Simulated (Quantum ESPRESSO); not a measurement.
# HfO2 (P4_2/nmc) in Quantum ESPRESSO: notebook

Aim: see how the results for HfO2 move with the level of theory and the settings. Levels: PBEsol, r2SCAN. Tasks: band structure.

All numbers are computed with Quantum ESPRESSO 7.5; they aren't measurements. Logs are shortened: lines on timing, memory, paths and dates and some standing lists are left out, and cuts for length are marked.

## (1) The structure

Symmetry: P4_2/nmc, No. 137, tetragonal system. Conventional cell: a = 3.558 Å, b = 3.558 Å, c = 5.172 Å, α = 90.00°, β = 90.00°, γ = 90.00°. Hf (site symmetry -4m2) has 4 O at 2.05 Å as nearest neighbours. O (site symmetry 2mm) is surrounded by 2 Hf at 2.05 Å.

Measurements of this composition are mostly on another form, of space group No. 14.

## (2) Band structure, PBEsol

Contents of pw.in:

```
&CONTROL
  calculation = 'scf'
  prefix = 'pwscf'
  outdir = './tmp'
  pseudo_dir = './pseudo'
  tprnfor = .true.
  tstress = .true.
  disk_io = 'low'
/
&SYSTEM
  ibrav = 0
  celldm(1) = 8
  nat = 6
  ntyp = 2
  ecutwfc = 45
  ecutrho = 360
  nbnd = 33
  occupations = 'smearing'
  smearing = 'fd'
  degauss = 0.00367493
/
&ELECTRONS
  conv_thr = 1.2d-09
  electron_maxstep = 120
  mixing_beta = 0.5
/
ATOMIC_SPECIES
Hf   178.4900 hf_pbesol_v1.uspp.F.UPF
O     15.9990 o_pbesol_v1.2.uspp.F.UPF
CELL_PARAMETERS alat
  0.8404602599781   0.0000000000000   0.0000000000000
  0.0000000000000   0.8404602599781   0.0000000000000
  0.0000000000000   0.0000000000000   1.2216751551845
ATOMIC_POSITIONS crystal
Hf     0.0000000000    0.0000000000    0.0000000000
Hf     0.5000000000    0.5000000000    0.5000000000
O      0.0000000000    0.5000000000    0.1972078800
O      0.5000000000    0.0000000000    0.3027921200
O      0.5000000000    0.0000000000    0.8027921200
O      0.0000000000    0.5000000000    0.6972078800
K_POINTS automatic
8 8 5 0 0 0
```

Contents of bands.in:

```
&CONTROL
  calculation = 'bands'
  prefix = 'pwscf'
  outdir = './tmp'
  pseudo_dir = './pseudo'
  disk_io = 'low'
  verbosity = 'high'
/
&SYSTEM
  ibrav = 0
  celldm(1) = 8
  nat = 6
  ntyp = 2
  ecutwfc = 45
  ecutrho = 360
  nbnd = 33
  occupations = 'smearing'
  smearing = 'fd'
  degauss = 0.00367493
/
&ELECTRONS
  conv_thr = 1d-08
  electron_maxstep = 120
  mixing_beta = 0.5
  diago_full_acc = .true.
  startingwfc = 'random'
/
ATOMIC_SPECIES
Hf   178.4900 hf_pbesol_v1.uspp.F.UPF
O     15.9990 o_pbesol_v1.2.uspp.F.UPF
CELL_PARAMETERS alat
  0.8404602599781   0.0000000000000   0.0000000000000
  0.0000000000000   0.8404602599781   0.0000000000000
  0.0000000000000   0.0000000000000   1.2216751551845
ATOMIC_POSITIONS crystal
Hf     0.0000000000    0.0000000000    0.0000000000
Hf     0.5000000000    0.5000000000    0.5000000000
O      0.0000000000    0.5000000000    0.1972078800
O      0.5000000000    0.0000000000    0.3027921200
O      0.5000000000    0.0000000000    0.8027921200
O      0.0000000000    0.5000000000    0.6972078800
K_POINTS crystal
60
 0.0000000000  0.0000000000  0.0000000000 1
 0.0000000000  0.0833333333  0.0000000000 1
 0.0000000000  0.1666666667  0.0000000000 1
 0.0000000000  0.2500000000  0.0000000000 1
 0.0000000000  0.3333333333  0.0000000000 1
 0.0000000000  0.4166666667  0.0000000000 1
 0.0000000000  0.5000000000  0.0000000000 1
 0.0833333333  0.5000000000  0.0000000000 1
 0.1666666667  0.5000000000  0.0000000000 1
 0.2500000000  0.5000000000  0.0000000000 1
 0.3333333333  0.5000000000  0.0000000000 1
 0.4166666667  0.5000000000  0.0000000000 1
 0.5000000000  0.5000000000  0.0000000000 1
 0.4444444444  0.4444444444  0.0000000000 1
 0.3888888889  0.3888888889  0.0000000000 1
 0.3333333333  0.3333333333  0.0000000000 1
 0.2777777778  0.2777777778  0.0000000000 1
 0.2222222222  0.2222222222  0.0000000000 1
 0.1666666667  0.1666666667  0.0000000000 1
 0.1111111111  0.1111111111  0.0000000000 1
 0.0555555556  0.0555555556  0.0000000000 1
 0.0000000000  0.0000000000  0.0000000000 1
 0.0000000000  0.0000000000  0.1250000000 1
 0.0000000000  0.0000000000  0.2500000000 1
 0.0000000000  0.0000000000  0.3750000000 1
 0.0000000000  0.0000000000  0.5000000000 1
 0.0000000000  0.0833333333  0.5000000000 1
 0.0000000000  0.1666666667  0.5000000000 1
 0.0000000000  0.2500000000  0.5000000000 1
 0.0000000000  0.3333333333  0.5000000000 1
 0.0000000000  0.4166666667  0.5000000000 1
 0.0000000000  0.5000000000  0.5000000000 1
 0.0714285714  0.5000000000  0.5000000000 1
 0.1428571429  0.5000000000  0.5000000000 1
 0.2142857143  0.5000000000  0.5000000000 1
 0.2857142857  0.5000000000  0.5000000000 1
 0.3571428571  0.5000000000  0.5000000000 1
 0.4285714286  0.5000000000  0.5000000000 1
 0.5000000000  0.5000000000  0.5000000000 1
 0.4500000000  0.4500000000  0.5000000000 1
 0.4000000000  0.4000000000  0.5000000000 1
 0.3500000000  0.3500000000  0.5000000000 1
 0.3000000000  0.3000000000  0.5000000000 1
 0.2500000000  0.2500000000  0.5000000000 1
 0.2000000000  0.2000000000  0.5000000000 1
 0.1500000000  0.1500000000  0.5000000000 1
 0.1000000000  0.1000000000  0.5000000000 1
 0.0500000000  0.0500000000  0.5000000000 1
 0.0000000000  0.0000000000  0.5000000000 1
 0.0000000000  0.5000000000  0.0000000000 1
 0.0000000000  0.5000000000  0.1250000000 1
 0.0000000000  0.5000000000  0.2500000000 1
 0.0000000000  0.5000000000  0.3750000000 1
 0.0000000000  0.5000000000  0.5000000000 1
 0.5000000000  0.5000000000  0.0000000000 1
 0.5000000000  0.5000000000  0.1000000000 1
 0.5000000000  0.5000000000  0.2000000000 1
 0.5000000000  0.5000000000  0.3000000000 1
 0.5000000000  0.5000000000  0.4000000000 1
 0.5000000000  0.5000000000  0.5000000000 1
```

Potentials or basis: GBRV 1.5 PBEsol.

Command:

```bash
$ OMP_NUM_THREADS=1 mpirun -n 2 pw.x -nk 2 -in pw.in > pw.out
$ OMP_NUM_THREADS=1 mpirun -n 2 pw.x -nk 2 -in bands.in > bands.out
```

pw.out:

```text
This program is part of the open-source Quantum ESPRESSO suite
     for quantum simulation of materials; please cite
         "P. Giannozzi et al., J. Phys.:Condens. Matter 21 395502 (2009);
         "P. Giannozzi et al., J. Phys.:Condens. Matter 29 465901 (2017);
         "P. Giannozzi et al., J. Chem. Phys. 152 154105 (2020);
     in publications or presentations arising from this work. More details at

     Message from routine setup:
     using ibrav=0 with symmetry is DISCOURAGED, use correct ibrav instead

     K-points division:     npool     =       2
     Subspace diagonalization in iterative solution of the eigenvalue problem:
     a serial algorithm will be used

     G-vector sticks info
     --------------------
     sticks:   dense  smooth     PW     G-vecs:    dense   smooth      PW
     Sum        1305     657    193                51027    18017    3015

     Using Slab Decomposition

     bravais-lattice index     =            0
     lattice parameter (alat)  =       8.0000  a.u.
     unit-cell volume          =     441.8350 (a.u.)^3
     number of atoms/cell      =            6
     number of atomic types    =            2
     number of electrons       =        48.00
     number of Kohn-Sham states=           33
     kinetic-energy cutoff     =      45.0000  Ry
     charge density cutoff     =     360.0000  Ry
     scf convergence threshold =      1.2E-09
     mixing beta               =       0.5000
     number of iterations used =            8  plain     mixing
     Exchange-correlation= SLA  PW   PSX  PSC
                           (   1   4  10   8   0   0   0)

     celldm(1)=   8.000000  celldm(2)=   0.000000  celldm(3)=   0.000000
     celldm(4)=   0.000000  celldm(5)=   0.000000  celldm(6)=   0.000000

     crystal axes: (cart. coord. in units of alat)
               a(1) = (   0.840460   0.000000   0.000000 )
               a(2) = (   0.000000   0.840460   0.000000 )
               a(3) = (   0.000000   0.000000   1.221675 )

     reciprocal axes: (cart. coord. in units 2 pi/alat)
               b(1) = (  1.189824  0.000000  0.000000 )
               b(2) = (  0.000000  1.189824  0.000000 )
               b(3) = (  0.000000  0.000000  0.818548 )

     PseudoPot. # 1 for Hf read from file:
     hf_pbesol_v1.uspp.F.UPF
     Pseudo is Ultrasoft + core correction, Zval = 12.0
     Generated by new atomic code, or converted to UPF format
     Using radial grid of  921 points,  8 beta functions with:
                l(1) =   0
                l(2) =   0
                l(3) =   0
                l(4) =   1
                l(5) =   1
                l(6) =   2
                l(7) =   2
                l(8) =   3
     Q(r) pseudized with  6 coefficients,  rinner =    1.200   1.200   1.200
                                                       1.200   1.200   1.200
                                                       1.200

     PseudoPot. # 2 for O  read from file:
     o_pbesol_v1.2.uspp.F.UPF
     Pseudo is Ultrasoft + core correction, Zval =  6.0
     Generated by new atomic code, or converted to UPF format
     Using radial grid of  737 points,  5 beta functions with:
                l(1) =   0
                l(2) =   0
                l(3) =   1
                l(4) =   1
                l(5) =   2
     Q(r) pseudized with  8 coefficients,  rinner =    0.900   0.900   0.900
                                                       0.900   0.900

     atomic species   valence    mass     pseudopotential
     Hf               12.00   178.49000     Hf( 1.00)
     O                 6.00    15.99900     O ( 1.00)

     16 Sym. Ops., with inversion, found ( 8 have fractional translation)

   Cartesian axes

     site n.     atom                  positions (alat units)
         1        Hf     tau(   1) = (   0.0000000   0.0000000   0.0000000  )
         2        Hf     tau(   2) = (   0.4202301   0.4202301   0.6108376  )
         3        O      tau(   3) = (   0.0000000   0.4202301   0.2409240  )
[... 47 lines left out ...]
     ethr =  7.96E-11,  avg # of iterations =  2.4

     negative rho (up, down):  2.279E-01 0.000E+00

     total energy              =    -446.97277578 Ry
     estimated scf accuracy    <          2.2E-09 Ry

     iteration # 10     ecut=    45.00 Ry     beta= 0.50
     Davidson diagonalization with overlap
     ethr =  4.51E-12,  avg # of iterations =  3.0

     negative rho (up, down):  2.279E-01 0.000E+00

     End of self-consistent calculation

          k = 0.0000 0.0000 0.0000 (  2237 PWs)   bands (ev):

   -48.6124 -48.5949 -17.6842 -17.3071 -17.3071 -17.2352 -17.1905 -17.1905
    -6.4800  -4.8198  -4.4330  -3.8222   6.0819   6.6803   6.8845   6.8845
     8.8311   8.8311  10.1957  10.1957  10.7948  11.3763  11.4169  11.4169
    16.1750  16.2182  17.4564  17.6990  17.9343  19.1016  20.6411  20.6411
    22.4599

          k = 0.0000 0.0000 0.1637 (  2233 PWs)   bands (ev):

   -48.6108 -48.5966 -17.6449 -17.2961 -17.2961 -17.2818 -17.2017 -17.2017
    -6.3094  -4.7327  -4.6718  -3.9187   6.4444   6.9916   6.9916   7.0584
     8.4664   8.4664  10.1696  10.4875  10.4875  10.7687  11.4445  11.4445
    16.3359  16.3947  17.4608  17.5262  18.4336  19.7094  20.6991  20.6991
    22.1624

          k = 0.0000 0.0000 0.3274 (  2241 PWs)   bands (ev):
[... 305 lines left out ...]
   -48.5930 -48.5930 -17.6496 -17.6496 -17.4194 -17.4194 -17.3356 -17.3356
    -4.5981  -4.5981  -4.3544  -4.3544   6.1423   6.1423   8.1544   8.1544
     8.5162   8.5162  10.2155  10.2155  10.5604  10.5604  11.1749  11.1749
    17.2409  17.2409  17.5739  17.5739  19.0448  19.0448  19.4094  19.4094
    20.7702

          k = 0.4462-0.5949 0.3274 (  2250 PWs)   bands (ev):

   -48.5930 -48.5930 -17.5914 -17.5914 -17.4852 -17.4852 -17.3313 -17.3313
    -4.5619  -4.5619  -4.3856  -4.3856   6.6959   6.6959   7.4762   7.4762
     8.9002   8.9002   9.8159   9.8159  10.3431  10.3431  11.2770  11.2770
    17.3901  17.3901  17.6179  17.6179  19.0088  19.0088  19.3538  19.3538
    20.9455

          k =-0.5949-0.5949 0.0000 (  2268 PWs)   bands (ev):

   -48.5922 -48.5922 -17.7023 -17.7023 -17.3880 -17.3880 -17.3439 -17.3439
    -4.6508  -4.6508  -4.2236  -4.2236   5.6927   5.6927   8.5650   8.5650
     8.6293   8.6293  10.4293  10.4293  10.7018  10.7018  10.9504  10.9504
    17.2438  17.2438  17.6509  17.6509  18.8450  18.8450  19.2359  19.2359
    20.6896

          k =-0.5949-0.5949 0.1637 (  2272 PWs)   bands (ev):

   -48.5922 -48.5922 -17.6733 -17.6733 -17.4192 -17.4192 -17.3445 -17.3445
    -4.6080  -4.6080  -4.2625  -4.2625   5.9108   5.9108   8.2168   8.2168
     8.7967   8.7967  10.2167  10.2167  10.4649  10.4649  11.2109  11.2109
    17.3330  17.3330  17.6943  17.6943  18.8595  18.8595  19.1692  19.1692
    20.7490

          k =-0.5949-0.5949 0.3274 (  2244 PWs)   bands (ev):

   -48.5922 -48.5922 -17.5965 -17.5965 -17.4994 -17.4994 -17.3454 -17.3454
    -4.4980  -4.4980  -4.3661  -4.3661   6.5230   6.5230   7.3891   7.3891
     9.2599   9.2599   9.8921   9.8921  10.0872  10.0872  11.4246  11.4246
    17.4625  17.4625  17.7774  17.7774  18.9167  18.9167  19.0313  19.0313
    20.8452

     the Fermi energy is    13.9508 ev

!    total energy              =    -446.97277578 Ry
     estimated scf accuracy    <          1.4E-10 Ry
     smearing contrib. (-TS)   =       0.00000000 Ry
     internal energy E=F+TS    =    -446.97277578 Ry

     The total energy is F=E-TS. E is the sum of the following terms:
     one-electron contribution =     -53.24364976 Ry
     hartree contribution      =      55.90999492 Ry
     xc contribution           =    -179.85296030 Ry
     ewald contribution        =    -269.78616063 Ry

     convergence has been achieved in  10 iterations

     negative rho (up, down):  2.279E-01 0.000E+00

     Forces acting on atoms (cartesian axes, Ry/au):

     atom    1 type  1   force =     0.00000000    0.00000000   -0.00000000
     atom    2 type  1   force =     0.00000000    0.00000000    0.00000000
     atom    3 type  2   force =     0.00000000    0.00000000    0.00359959
     atom    4 type  2   force =     0.00000000    0.00000000   -0.00359959
     atom    5 type  2   force =     0.00000000    0.00000000   -0.00359959
     atom    6 type  2   force =     0.00000000    0.00000000    0.00359959

     Total force =     0.007199     Total SCF correction =     0.000001

     Computing stress (Cartesian axis) and pressure

     negative rho (up, down):  2.279E-01 0.000E+00
          total   stress  (Ry/bohr**3)                   (kbar)     P=        0.14
   0.00001877   0.00000000   0.00000000            2.76        0.00        0.00
   0.00000000   0.00001877   0.00000000            0.00        2.76        0.00
   0.00000000   0.00000000  -0.00003473            0.00        0.00       -5.11

=------------------------------------------------------------------------------=
   JOB DONE.
=------------------------------------------------------------------------------=
```

Run time: 88 s. Hardware: 2 MPI ranks of Arm Neoverse V1, shared host; peak memory 0.52 GiB.

Results:

```
Free energy             : -6081.3744 eV
Pressure                : 0.0 GPa
Largest force           : 0.093 eV/Å
Band gap on the k mesh  : 4.69 eV, indirect (least direct gap 4.76 eV)
Band gap along the path : 4.68 eV, indirect (least direct gap 4.76 eV)
```

Forces on the atoms (eV/Å):
```
Hf   0.000  0.000  0.000
Hf   0.000  0.000  0.000
O    0.000  0.000  0.093
O    0.000  0.000 -0.093
O    0.000  0.000 -0.093
O    0.000  0.000  0.093
```

Stress tensor (GPa, compression positive):
```
 0.28  0.00  0.00
 0.00  0.28  0.00
 0.00  0.00 -0.51
```

Levels at the corners of the path, in eV from the valence-band top:
```tsv
point	band 21	band 22	band 23	band 24	band 25	band 26	band 27	band 28
Γ	-0.70	-0.12	-0.08	-0.08	4.68	4.72	5.96	6.20
X	-1.45	-1.45	-0.13	-0.13	5.11	5.11	6.16	6.16
M	-0.80	-0.80	-0.55	-0.55	5.75	5.75	6.15	6.15
Γ	-0.70	-0.12	-0.08	-0.08	4.68	4.72	5.96	6.20
Z	-0.62	-0.62	0.00	0.00	5.38	5.38	5.69	5.69
R	-1.40	-1.40	-0.96	-0.96	5.26	5.26	5.63	5.63
A	-1.42	-1.42	-0.05	-0.05	5.99	5.99	6.30	6.30
Z	-0.62	-0.62	0.00	0.00	5.38	5.38	5.69	5.69
X	-1.45	-1.45	-0.13	-0.13	5.11	5.11	6.16	6.16
R	-1.40	-1.40	-0.96	-0.96	5.26	5.26	5.63	5.63
M	-0.80	-0.80	-0.55	-0.55	5.75	5.75	6.15	6.15
A	-1.42	-1.42	-0.05	-0.05	5.99	5.99	6.30	6.30
```

Caveat: spin-orbit coupling is left out, which moves the levels of the heavy elements.

## (3) Band structure, r2SCAN

Changes to pw.in since step 2:

```diff
@@ -14,5 +14,5 @@
   ntyp = 2
-  ecutwfc = 45
-  ecutrho = 360
-  nbnd = 33
+  ecutwfc = 88
+  nbnd = 50
+  input_dft = 'r2scan'
   occupations = 'smearing'
@@ -20,5 +20,6 @@
   degauss = 0.00367493
+  nosym = .true.
 /
 &ELECTRONS
-  conv_thr = 1.2d-09
+  conv_thr = 1d-08
   electron_maxstep = 120
@@ -27,4 +28,4 @@
 ATOMIC_SPECIES
-Hf   178.4900 hf_pbesol_v1.uspp.F.UPF
-O     15.9990 o_pbesol_v1.2.uspp.F.UPF
+Hf   178.4900 Hf_ONCV_PBE-1.2.upf
+O     15.9990 O_ONCV_PBE-1.2.upf
 CELL_PARAMETERS alat
@@ -41,2 +42,2 @@
 K_POINTS automatic
-8 8 5 0 0 0
+4 4 3 0 0 0
```

Changes to bands.in since step 2:

```diff
@@ -13,5 +13,5 @@
   ntyp = 2
-  ecutwfc = 45
-  ecutrho = 360
-  nbnd = 33
+  ecutwfc = 88
+  nbnd = 50
+  input_dft = 'r2scan'
   occupations = 'smearing'
@@ -19,2 +19,3 @@
   degauss = 0.00367493
+  nosym = .true.
 /
@@ -28,4 +29,4 @@
 ATOMIC_SPECIES
-Hf   178.4900 hf_pbesol_v1.uspp.F.UPF
-O     15.9990 o_pbesol_v1.2.uspp.F.UPF
+Hf   178.4900 Hf_ONCV_PBE-1.2.upf
+O     15.9990 O_ONCV_PBE-1.2.upf
 CELL_PARAMETERS alat
```

Potentials or basis: SG15 PBE 1.2.

Command:

```bash
$ OMP_NUM_THREADS=1 mpirun -n 4 pw.x -nk 2 -in pw.in > pw.out
$ OMP_NUM_THREADS=1 mpirun -n 4 pw.x -nk 4 -in bands.in > bands.out
```

Wall time 5.4 min (4 MPI ranks of Arm Neoverse V2, shared host); peak memory 0.6 GiB.

Results (log left out):

| Quantity | Value |
| --- | --- |
| Free energy | -13894.3169 eV |
| Pressure | -2.9 GPa |
| Largest force | 0.154 eV/Å |
| Band gap on the k mesh | 4.89 eV, indirect (least direct gap 4.94 eV) |
| Band gap along the path | 4.87 eV, indirect (least direct gap 4.94 eV) |

Forces on the atoms (eV/Å):
```
Hf   0.000  0.000  0.000
Hf   0.000  0.000  0.000
O    0.000  0.000 -0.154
O    0.000  0.000  0.144
O    0.000  0.000  0.154
O    0.000  0.000 -0.144
```

Stress tensor (GPa, compression positive):
```
-3.14  0.00  0.00
 0.00 -3.14  0.00
 0.00  0.00 -2.54
```

Levels at the corners of the path, in eV from the valence-band top:
```tsv
point	band 34	band 35	band 36	band 37	band 38	band 39	band 40	band 41	band 42	band 43
Γ	-1.41	-0.70	-0.15	-0.07	-0.07	4.87	5.02	6.18	6.21	7.14
X	-2.23	-1.46	-1.45	-0.18	-0.18	5.28	5.28	6.28	6.28	7.69
M	-1.13	-0.84	-0.84	-0.47	-0.47	6.00	6.00	6.22	6.22	7.41
Γ	-1.41	-0.70	-0.15	-0.07	-0.07	4.87	5.02	6.18	6.21	7.14
Z	-2.77	-0.72	-0.72	-0.01	-0.01	5.48	5.48	5.90	5.90	9.35
R	-1.94	-1.44	-1.44	-0.97	-0.97	5.38	5.38	5.75	5.75	7.62
A	-1.96	-1.51	-1.51	0.00	0.00	6.04	6.05	6.52	6.52	7.56
Z	-2.77	-0.72	-0.72	-0.01	-0.01	5.48	5.48	5.90	5.90	9.35
X	-2.23	-1.46	-1.45	-0.18	-0.18	5.28	5.28	6.28	6.28	7.69
R	-1.94	-1.44	-1.44	-0.97	-0.97	5.38	5.38	5.75	5.75	7.62
M	-1.13	-0.84	-0.84	-0.47	-0.47	6.00	6.00	6.22	6.22	7.41
A	-1.96	-1.51	-1.51	0.00	0.00	6.04	6.05	6.52	6.52	7.56
```

Caveat: the k mesh is coarse (spacing up to 0.44 Å⁻¹), so the values aren't converged; the potentials were made for another functional, which shifts forces and pressure; spin-orbit coupling is left out, which moves the levels of the heavy elements.

## (4) For comparison

An earlier run on the cell as given: functional PBEsol; potentials or basis GBRV 1.5 PBEsol; cutoff 612 eV; density cutoff 4898 eV; k mesh 8 × 8 × 5; occupations fermi-dirac, width 0.05 eV; no spin polarisation.

* Pressure: 0.0 GPa
* Largest force: 0.093 eV/Å
* Band gap on the k mesh: 4.69 eV, indirect (least direct gap 4.76 eV)

## (5) Overview

```csv
task,level,potentials or basis,k mesh,cutoff (eV),SCF threshold,symmetry,mesh quality,gap on the mesh (eV),pressure (GPa),largest force (eV/Å)
band structure,PBEsol,GBRV 1.5 PBEsol,8 × 8 × 5,612,1.2e-09 Ry,-,not flagged,4.69,0.0,0.09
band structure,r2SCAN,SG15 PBE 1.2,4 × 4 × 3,1197,1e-08 Ry,off,coarse,4.89,-2.9,0.15
single point,PBEsol,GBRV 1.5 PBEsol,8 × 8 × 5,612,1.2e-09 Ry,-,not flagged,4.69,0.0,0.09
```

Alike in all rows: no spin polarisation; cell as given; smearing fermi-dirac 0.05 eV.

Caveats: some runs use coarse meshes; spin-orbit coupling is left out, which moves the levels of the heavy elements; the potentials were made for another functional, which shifts forces and pressure (some runs); an odd mesh through Γ misses points on the zone boundary, where band edges often lie (some runs).

Absolute energies hang on the potentials; compare differences alone.
